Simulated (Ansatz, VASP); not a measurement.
**One calculation of Li, two programs**

Contents of POSCAR:

```
Li
3.1208
    0.007960138426      0.692882273776      0.720985965137
    0.713334401436      0.003002435273      0.725943668290
    0.707958856703      0.692464432197      0.008378300436
Li
1
Direct
    0.0000000000      0.0000000000      0.0000000000
```

File INCAR.step1:

```
ALGO = Normal ; EDIFF = 1E-5
ENCUT = 520 ; GGA = PE
ISIF = 2 ; ISMEAR = 0
LASPH = T ; LCHARG = F
LREAL = F ; LWAVE = T
NELM = 60 ; PREC = Accurate
SIGMA = 0.1
```

The input INCAR.step2:

```
AEXX = 0.25 ; ALGO = Normal
EDIFF = 1E-7 ; ENCUT = 520
HFRCUT = -1 ; ISIF = 2
ISMEAR = 0 ; ISTART = 1
IVDW = 13 ; LASPH = T
LCHARG = F ; LHFCALC = T
LMIXTAU = T ; LORBIT = 10
LREAL = F ; LWAVE = F
METAGGA = R2SCAN ; NELM = 60
PREC = Accurate ; PRECFOCK = Normal
SIGMA = 0.1 ; VDW_A1 = 0.4778
VDW_A2 = 5.8779 ; VDW_S6 = 1.0
VDW_S8 = 0.8992
```

File KPOINTS:

```
k-points
0
Gamma
  5 5 5
```

File input.yaml:

```yaml
crystal:
  lattice:
    - [0.024842, 2.162347, 2.250053]
    - [2.226174, 0.00937, 2.265525]
    - [2.209398, 2.161043, 0.026147]
  atoms:
    - { symbol: Li, position: [0.0, 0.0, 0.0] }
hamiltonian:
  xc: r2scan0
  pseudopotentials: { kind: paw }
  dispersion: d4
kpoints:
  mp_grid: { grid: [5, 5, 5] }
scf:
  occupations: { method: gaussian, width: 0.1 }
output:
  forces: true
  stress: true
  eigenvalues: true
  bader: true
  populations: true
```

Change from the starting cell: cell strained at random at fixed volume.

Alike in both runs: task atomic charges; functional r2SCAN0; dispersion D4; k mesh 5 × 5 × 5; occupations gaussian, width 0.1 eV; no spin polarisation.

|  | VASP | Ansatz |
| --- | --- | --- |
| version | VASP 6.6.1 | Ansatz 0.2.0 |
| potentials or method | VASP PAW PBE potentials, release 64 (Li_sv) | Ansatz PAW |
| plane-wave cutoff (eV) | 520 | 500 |
| valence electrons in the cell | 3 | 3 |

```csv
,VASP,Ansatz,Ansatz less VASP
gap on the k mesh at the Fermi level (eV),none,none,-
dispersion energy (meV/atom),-8.3,-8.3,-0.01
```

A gap of «none» marks a metal or a gap that the smearing closes.

Caveats: the k mesh is coarse (spacing up to 0.50 Å⁻¹), so the values aren't converged, least of all with exact exchange.
